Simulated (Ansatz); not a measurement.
# CdF2: the cost of one run

Computed with Ansatz 0.2.0 (DFT PBEsol, scalar-relativistic, plane waves, PAW, unless a step's input says otherwise).

41 further runs of the same task are left out: 41 set aside as unsound or not needed.

### 1 The starting structure

It takes space group Fm-3m (No. 225, cubic). Conventional cell: a = 5.384 Å, b = 5.384 Å, c = 5.384 Å, α = 90.00°, β = 90.00°, γ = 90.00°. Cd (site symmetry m-3m) has 8 F at 2.33 Å as nearest neighbours. Around F (site symmetry -43m) lie 4 Cd at 2.33 Å.

Structure file:

```cif
data_structure
_symmetry_space_group_name_H-M 'P 1'
_symmetry_Int_Tables_number 1
_cell_length_a 3.8072
_cell_length_b 3.8072
_cell_length_c 3.8072
_cell_angle_alpha 60.000
_cell_angle_beta 60.000
_cell_angle_gamma 60.000
_cell_volume 39.02
loop_
_atom_site_label
_atom_site_type_symbol
_atom_site_fract_x
_atom_site_fract_y
_atom_site_fract_z
_atom_site_occupancy
Cd1 Cd 0.00000 0.00000 0.00000 1
F1 F 0.25000 0.25000 0.25000 1
F2 F 0.75000 0.75000 0.75000 1
```

This cell was relaxed beforehand with the same method: volume 13.01 Å³/atom, gap on the mesh 2.94 eV.

### 2 Plan of the line

The energy is mapped over volume and the cell's shape.

The axes are (1) volume per atom: 9 values from 10.93 to 15.09 Å³; (2) c/a of the conventional cell: 9 values from 0.923 to 1.083.

Nothing else is relaxed (symmetry fixes all fractional coordinates). Energies count from the relaxed crystal. Points are written as (first, second).

### 3 Grid point (13.01 Å³, 0.923)

Input file input.yaml:

```yaml
crystal:
  lattice:
    - [0.0, 2.7649434808, 2.5520428328]
    - [2.7649434808, 0.0, 2.5520428328]
    - [2.7649434808, 2.7649434808, 0.0]
  atoms:
    - { symbol: Cd, position: [0.0, 0.0, 0.0] }
    - { symbol: F, position: [0.25, 0.25, 0.25] }
    - { symbol: F, position: [0.75, 0.75, 0.75] }
basis:
  ecutwfc: 520.0
kpoints:
  mp_grid: { grid: [8, 8, 8] }
hamiltonian:
  xc: pbesol
scf:
  occupations: { method: gaussian, width: 0.05 }
output:
  forces: true
  stress: true
  eigenvalues: true
```

On the command line:

```bash
ansatz run input.yaml --threads 1 --pin off --max-ram 2048MiB --backend cpu --events-out ev --progress --plain --runs-dir out
```

What time and memory should one allow on 1 thread of Arm Neoverse V1, shared host?

About 4.2 s, with a peak of 0.34 GiB.
